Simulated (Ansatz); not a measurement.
# Ta (P6_3/mmc) in Ansatz: notebook

The runs below take Ta through single point, equation of state, with LDA.

Everything below comes from runs of Ansatz 0.2.0. Logs are shortened: lines on timing, memory, paths and dates and some standing lists are left out, and cuts for length are marked.

## (1) The structure

The structure is hexagonal, space group P6_3/mmc (No. 194). Conventional cell: a = 2.900 Å, b = 2.900 Å, c = 5.166 Å, α = 90.00°, β = 90.00°, γ = 120.00°. Around Ta (site symmetry -6m2) lie 12 Ta at 2.90 to 3.08 Å.

This isn't the form of Ta at room conditions, which is bcc.

## (2) Single point, LDA, 17.69 Å³/atom (volume scaled by 0.94)

input.yaml

```yaml
crystal:
  lattice:
    - [2.8411641924, 0.0, 0.0]
    - [-1.4205820962, 2.460520367, 0.0]
    - [0.0, 0.0, 5.0608102442]
  atoms:
    - { symbol: Ta, position: [0.3333333333, 0.6666666667, 0.25] }
    - { symbol: Ta, position: [0.6666666667, 0.3333333333, 0.75] }
hamiltonian:
  xc: lda
  pseudopotentials: { kind: paw }
kpoints:
  mp_grid: { grid: [11, 11, 5] }
scf:
  occupations: { method: fermi_dirac, width: 0.05 }
output:
  forces: true
  stress: true
  eigenvalues: true
```

Potentials or basis: Ansatz PAW.

Run with:

```sh
ansatz run input.yaml --threads 2 --pin off --max-ram 5632MiB --backend cpu --events-out ev --progress --plain --runs-dir out
```

What it wrote:

```text
Warning: RAYON_NUM_THREADS=2 ignored (pool sized by the plan → 2); use --threads N
Engine: ansatz 0.2.0, x86_64-unknown-linux-gnu
Pseudopotentials: kind: paw
Pseudopotential: Ta, paw, valence charge 13, recommended cutoff 420 eV (normal), Ta.paw.azcp
Functional definition: SPW92
  exchange = slater_x
  correlation = pw_c
Crystal: 2 atoms, lattice volume = 35.379 Å³
Basis set: ecut = 420 eV, 701 PW (Γ)
Bands: 17, of which v1, the nominal top of the filled ones, is band 13 counted from 1 (12 counted from 0)
Symmetry: 24 space group operations
Space group: P63/mmc (ITA 194), of the structure as read, at distance tolerance 3.3e-5 Å
k-points: 48 of 605
Non-local potential: Ta, projectors of the file, l = 0: 3, l = 1: 2, l = 2: 2, l = 3: 1
PAW form: soft (Blöchl's): semilocal exchange-correlation on the pseudo side does not see the compensation charge
PAW frozen core: Ta, regenerated for the run's functional, and the local potential with it (the file was generated under x = pbe(κ = 0.804, μ = 0.2195149727645171), c = pbe(β = 0.06672455060314922))
PAW one-centre angular grid: Ta, 590 points (default); XC on 64 Gauss nodes
Initial density: superposition of atomic densities (neutral atoms: chi_scale 0, normalization atom), corrected by the library's trained network
Initial wavefunctions: pseudopotential atomic-orbital guess
Functional: x = slater, c = lda
SCF iter   1: F=—  HF=-19364.641667 eV  |F-HF|=—  |Δ(HF+E_count)|=         —  Δρ=8.63e-3  dr2=2.30e-2  ethr=1.77e-3  ⟨swp⟩=5.6  Hψ=3782  notcnv=0
preconditioner: auto → Kerker (q_TF=auto, 2.592 Å⁻¹)  [metal: Δε(μ)=0.030 eV  Ē_g=4.757 eV  σ=0.050 eV  W_gap=0.15  n_scr=10 (ndim 8)  ℏωp=19.7 eV  f_vac=0.000  D(μ)=1.87/eV (n_scr^D=22)]
SCF iter   2: F=—  HF=-19364.636625 eV  |F-HF|=—  |Δ(HF+E_count)|=   5.04e-3  Δρ=5.43e-3  dr2=9.79e-3  ethr=8.83e-5  ⟨swp⟩=1.0  Hψ=1201  notcnv=0
SCF iter   3: F=—  HF=-19364.633278 eV  |F-HF|=—  |Δ(HF+E_count)|=   3.35e-3  Δρ=5.47e-4  dr2=6.12e-5  ethr=3.77e-5  ⟨swp⟩=2.0  Hψ=1047  notcnv=0
SCF iter   4: F=—  HF=-19364.633256 eV  |F-HF|=—  |Δ(HF+E_count)|=   2.24e-5  Δρ=1.19e-4  dr2=2.55e-6  ethr=2.35e-7  ⟨swp⟩=2.6  Hψ=1536  notcnv=0
SCF iter   5: F=—  HF=-19364.633255 eV  |F-HF|=—  |Δ(HF+E_count)|=   4.08e-7  Δρ=3.26e-5  dr2=2.01e-7  ethr=9.81e-9  ⟨swp⟩=2.0  Hψ=1039  notcnv=0
SCF iter   6: F=-19364.633255 eV  HF=-19364.633255 eV  |F-HF|=6.77e-10  |Δ(HF+E_count)|=   4.33e-8  Δρ=3.39e-6  dr2=2.04e-9  ethr=3.85e-10  ⟨swp⟩=5.1  Hψ=3254  notcnv=0
SCF 1 converged in 6 iterations: F = -19364.633255 eV  dr2 = 2.04e-9
SCF converged after 6 iterations
Free energy (F): -19364.633255 eV
Harris-Foulkes:  -19364.633255 eV  (|F-HF|=6.77e-10)
Internal energy: -19364.617876 eV  (E = F + TS)
E sigma→0 (E₀):  -19364.625566 eV
Entropy (-TS):   -0.015379 eV (-7.690 meV/atom)
Fermi energy:    19.122115 eV
--- Per-component energies (eV) ---
  E_band       = -203.954866
  E_kinetic    = 734.863160
  E_local      = -1094.862649  (includes V_loc(G=0)·N_el)
  E_nonlocal   = 41.964590
  E_hartree    = 379.633967
  E_xc         = -434.239014
  E_vxc        = -408.871286  (∫ρ·V_xc dr)
  E_paw        = -16298.079402  (= ΣΔE_a)
  E_vpaw       = -236.317073  (= ΣTr[D̂ρ^β])
  E_aug_tail   = 0.000276  (compensation charges beyond the density's cutoff)
  E_ewald      = -2694.416611
  E_core_change = 0.517806  (= ΣΔE_core)
  E_smearing   = -0.015379  (= −TS)
  E_closure    = 0.000000  (closes the sum)
  Σ components = -19364.633255   (vs F -19364.633255, Δ=0.00e0)
--- Forces (eV/Å), atoms counted from 1 ---
  atom   1  Ta    -0.00000000     0.00000000     0.00000000
  atom   2  Ta     0.00000000    -0.00000000    -0.00000000
  max |Σ_I F_I| component: 4.63e-18 eV/Å
--- Stress (GPa, compression-positive) ---
       -0.868470      -0.000000      -0.000000
        0.000000      -0.868470       0.000000
       -0.000000       0.000000       0.895330
  P = ⅓ Tr σ = -0.2805 GPa (-2.805 kbar)
--- Band table (eV; the first three rows and the last of 48) ---
  k-point 0: bands = ["-48.3035", "-48.2247", "-15.3766", "-14.3641", "-14.2404", "-14.2404", "-14.1403", "-14.1403", "10.7494", "14.0121", "18.4286", "19.2910", "19.6559", "19.6559", "20.2650", "20.2650", "22.1918"]
  k-point 1: bands = ["-48.2961", "-48.2322", "-15.2857", "-14.4671", "-14.2309", "-14.2309", "-14.1499", "-14.1499", "11.1183", "13.8624", "18.2560", "18.6958", "19.6141", "19.6141", "20.1178", "20.1178", "22.5464"]
  k-point 2: bands = ["-48.2764", "-48.2520", "-15.0423", "-14.7300", "-14.2060", "-14.2060", "-14.1750", "-14.1750", "12.0893", "13.2103", "17.9336", "17.9572", "19.6316", "19.6316", "19.8283", "19.8283", "23.3461"]
  k-point 47: bands = ["-48.1409", "-48.1384", "-15.2589", "-15.2306", "-15.0078", "-14.9468", "-14.5542", "-14.5267", "16.0311", "16.4011", "17.2494", "17.2920", "18.3907", "18.6636", "20.5477", "21.2032", "24.3527"]
```

It took 0.68 s on 2 threads of Intel Xeon 6975P-C (Granite Rapids), shared host; peak memory 0.33 GiB.

What came out:

| Property | Result |
| --- | --- |
| Free energy | -19364.6333 eV |
| Pressure | -0.3 GPa |
| Band gap on the k mesh | none (metal or under the smearing width) |

Caveat: the PAW data sets come from PBE, with cores solved anew for the run's functional, which leaves a small shift of forces and pressure.

## (3) Single point, LDA, 18.07 Å³/atom (volume scaled by 0.96)

Edit input.yaml of step 2 so:

```diff
@@ -2,5 +2,5 @@
   lattice:
-    - [2.8411641924, 0.0, 0.0]
-    - [-1.4205820962, 2.460520367, 0.0]
-    - [0.0, 0.0, 5.0608102442]
+    - [2.8611730502, 0.0, 0.0]
+    - [-1.4305865251, 2.4778485461, 0.0]
+    - [0.0, 0.0, 5.0964509272]
   atoms:
@@ -19 +19,5 @@
   eigenvalues: true
+  write_density: true
+  write_potential: true
+  elf: true
+  volumetric_format: npy
```

Potentials or basis: Ansatz PAW.

Run with:

```sh
ansatz run input.yaml --threads 2 --pin off --max-ram 5632MiB --backend cpu --events-out ev --progress --plain --runs-dir out
```

Wall time 0.85 s (2 threads of Intel Xeon 6975P-C (Granite Rapids), shared host); peak memory 0.33 GiB.

Results (log left out):

- Free energy: -19364.6216 eV
- Pressure: -4.6 GPa
- Band gap on the k mesh: none (metal or under the smearing width)

Caveat: the PAW data sets come from PBE, with cores solved anew for the run's functional, which leaves a small shift of forces and pressure.

## (4) Single point, LDA, 18.44 Å³/atom (volume scaled by 0.98)

Edit input.yaml of step 3 so:

```diff
@@ -2,5 +2,5 @@
   lattice:
-    - [2.8611730502, 0.0, 0.0]
-    - [-1.4305865251, 2.4778485461, 0.0]
-    - [0.0, 0.0, 5.0964509272]
+    - [2.8809059017, 0.0, 0.0]
+    - [-1.4404529508, 2.4949376968, 0.0]
+    - [0.0, 0.0, 5.1315999754]
   atoms:
@@ -19,5 +19 @@
   eigenvalues: true
-  write_density: true
-  write_potential: true
-  elf: true
-  volumetric_format: npy
```

Run with:

```sh
ansatz run input.yaml --threads 2 --pin off --max-ram 5632MiB --backend cpu --events-out ev --progress --plain --runs-dir out
```

It took 0.73 s on 2 threads of Intel Xeon 6975P-C (Granite Rapids), shared host; peak memory 0.33 GiB.

Results (log left out):

* Free energy: -19364.5907 eV
* Pressure: -8.5 GPa
* Band gap on the k mesh: none (metal or under the smearing width)

Caveat: the PAW data sets come from PBE, with cores solved anew for the run's functional, which leaves a small shift of forces and pressure.

## (5) Single point, LDA, 18.82 Å³/atom

Edit input.yaml of step 4 so:

```diff
@@ -2,5 +2,5 @@
   lattice:
-    - [2.8809059017, 0.0, 0.0]
-    - [-1.4404529508, 2.4949376968, 0.0]
-    - [0.0, 0.0, 5.1315999754]
+    - [2.9003720726, 0.0, 0.0]
+    - [-1.4501860363, 2.5117958953, 0.0]
+    - [0.0, 0.0, 5.166274]
   atoms:
@@ -19 +19,5 @@
   eigenvalues: true
+  write_density: true
+  write_potential: true
+  elf: true
+  volumetric_format: npy
```

Run with:

```sh
ansatz run input.yaml --threads 2 --pin off --max-ram 5632MiB --backend cpu --events-out ev --progress --plain --runs-dir out
```

It took 1.1 s on 2 threads of Intel Xeon 6975P-C (Granite Rapids), shared host; peak memory 0.33 GiB.

It converged, with:

- Free energy: -19364.5426 eV
- Pressure: -12.0 GPa
- Band gap on the k mesh: none (metal or under the smearing width)

Caveat: the PAW data sets come from PBE, with cores solved anew for the run's functional, which leaves a small shift of forces and pressure.

## (6) Single point, LDA, 19.19 Å³/atom (volume scaled by 1.02)

Edit input.yaml of step 5 so:

```diff
@@ -2,5 +2,5 @@
   lattice:
-    - [2.9003720726, 0.0, 0.0]
-    - [-1.4501860363, 2.5117958953, 0.0]
-    - [0.0, 0.0, 5.166274]
+    - [2.9195803945, 0.0, 0.0]
+    - [-1.4597901972, 2.52843079, 0.0]
+    - [0.0, 0.0, 5.2004887322]
   atoms:
@@ -19,5 +19 @@
   eigenvalues: true
-  write_density: true
-  write_potential: true
-  elf: true
-  volumetric_format: npy
```

Potentials or basis: Ansatz PAW.

Run with:

```sh
ansatz run input.yaml --threads 2 --pin off --max-ram 5632MiB --backend cpu --events-out ev --progress --plain --runs-dir out
```

Wall time 0.7 s (2 threads of Intel Xeon 6975P-C (Granite Rapids), shared host); peak memory 0.33 GiB.

The run converged. Its results:

* Free energy: -19364.4789 eV
* Pressure: -15.1 GPa
* Band gap on the k mesh: none (metal or under the smearing width)

Caveat: the PAW data sets come from PBE, with cores solved anew for the run's functional, which leaves a small shift of forces and pressure.

## (7) Single point, LDA, 19.57 Å³/atom (volume scaled by 1.04)

Edit input.yaml of step 6 so:

```diff
@@ -2,5 +2,5 @@
   lattice:
-    - [2.9195803945, 0.0, 0.0]
-    - [-1.4597901972, 2.52843079, 0.0]
-    - [0.0, 0.0, 5.2004887322]
+    - [2.9385392399, 0.0, 0.0]
+    - [-1.46926962, 2.5448496318, 0.0]
+    - [0.0, 0.0, 5.2342590858]
   atoms:
```

Run with:

```sh
ansatz run input.yaml --threads 2 --pin off --max-ram 5632MiB --backend cpu --events-out ev --progress --plain --runs-dir out
```

Run time: 0.7 s. Hardware: 2 threads of Intel Xeon 6975P-C (Granite Rapids), shared host; peak memory 0.32 GiB.

The run converged. Its results:

- Free energy: -19364.4012 eV
- Pressure: -17.9 GPa
- Band gap on the k mesh: none (metal or under the smearing width)

Caveat: the PAW data sets come from PBE, with cores solved anew for the run's functional, which leaves a small shift of forces and pressure.

## (8) Single point, LDA, 19.95 Å³/atom (volume scaled by 1.06)

Edit input.yaml of step 7 so:

```diff
@@ -2,5 +2,5 @@
   lattice:
-    - [2.9385392399, 0.0, 0.0]
-    - [-1.46926962, 2.5448496318, 0.0]
-    - [0.0, 0.0, 5.2342590858]
+    - [2.957256555, 0.0, 0.0]
+    - [-1.4786282775, 2.5610593022, 0.0]
+    - [0.0, 0.0, 5.2675992145]
   atoms:
```

Run with:

```sh
ansatz run input.yaml --threads 2 --pin off --max-ram 5632MiB --backend cpu --events-out ev --progress --plain --runs-dir out
```

Run time: 0.75 s. Hardware: 2 threads of Intel Xeon 6975P-C (Granite Rapids), shared host; peak memory 0.33 GiB.

The run converged. Its results:

```yaml
Free_energy: -19364.3109 eV
Pressure: -20.5 GPa
Band_gap_on_the_k_mesh: none (metal or under the smearing width)
```

Caveat: the PAW data sets come from PBE, with cores solved anew for the run's functional, which leaves a small shift of forces and pressure.

## (9) Equation of state, LDA

Potentials or basis: Ansatz PAW.

No new run: the results of the series are fitted here.

What came out:

- Equilibrium volume: 17.67 Å³/atom (rough: see the caveat)
- Bulk modulus at fixed shape and positions: 215 GPa (rough)

Energy against volume, from the lowest point:
| volume (Å³/atom) | energy (meV/atom) |
| --- | --- |
| 17.689 | 0.00 |
| 18.066 | 5.82 |
| 18.442 | 21.27 |
| 18.819 | 45.35 |
| 19.195 | 77.20 |
| 19.571 | 116.05 |
| 19.948 | 161.19 |

Caveat: the minimum lies outside the volumes run; the cell was scaled at fixed shape and fractional positions, which overstates the stiffness of a crystal with free parameters, most of all of layers and chains. Spin-orbit coupling is left out, which matters for the levels of Ta.
